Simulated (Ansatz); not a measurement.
MnS:

```
CELL_PARAMETERS angstrom
0.00000 2.47346 2.47346
2.47346 0.00000 2.47346
2.47346 2.47346 0.00000
ATOMIC_POSITIONS crystal
Mn 0.00000 0.00000 0.00000
S 0.75000 0.75000 0.75000
```

The cell is a database's computed one.

Base run:

- Program: Ansatz 0.2.0
- Functional: PBEsol
- Potentials or basis: Ansatz PAW
- Cutoff: 420 eV (not typed: the program's choice for these potentials)
- k mesh: 8 × 8 × 8
- Occupations: fermi-dirac, width 0.05 eV
- Spin: collinear spin, ferromagnetic start
- Starting moments: [5.0, 0.0] μB
- Fixed moment: 5 μB

Its results: pressure 53.0 GPa; site moments Mn +3.72; S +0.25 μB.

The run is repeated on the same cell with these changes: fixed moment from 5 μB to 4 μB; moments at the start from [5.0, 0.0] to [4.0, 0.0]. What comes out?

Pressure 32.4 GPa; site moments Mn +3.18; S +0.11 μB.

Caveats: a pressure of tens of GPa on the cell as given is suspect, and the run, the potentials or the cell itself is likely at fault; the total moment is fixed, so each spin has its own Fermi level; a cell with one magnetic atom can't hold antiferromagnetic order, which such compounds often take; the PAW data sets come from PBE, with cores solved anew for the run's functional, which leaves a small shift of forces and pressure; the thresholds are loose for stress.
